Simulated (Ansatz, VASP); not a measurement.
SnO (Romarchite) in VASP and in Ansatz

```
Sn O
1.0
     3.74726    0.00000    0.00000
     0.00000    3.74726    0.00000
     0.00000    0.00000    4.77538
Sn O
2 2
Cartesian
  1.8736 0.0000 1.1313
  0.0000 1.8736 3.6441
  0.0000 0.0000 0.0000
  1.8736 1.8736 0.0000
```

Alike in both runs: task single point; functional PBE; k mesh 5 × 5 × 4; occupations fermi-dirac, width 0.05 eV; no spin polarisation.

|  | VASP | Ansatz |
| --- | --- | --- |
| version | VASP 6.6.1 | Ansatz 0.2.0 |
| potentials or method | VASP PAW PBE potentials, release 64 (Sn_d, O) | plane waves, PAW |
| plane-wave cutoff (eV) | 520 | 500 |
| valence electrons in the cell | 40 | 40 |

|  | VASP | Ansatz | Ansatz less VASP |
| --- | --- | --- | --- |
| pressure (GPa) | 9.9 | 9.5 | -0.35 |
| largest component of the traceless stress (GPa) | 1.55 | 1.55 | -0.001 |
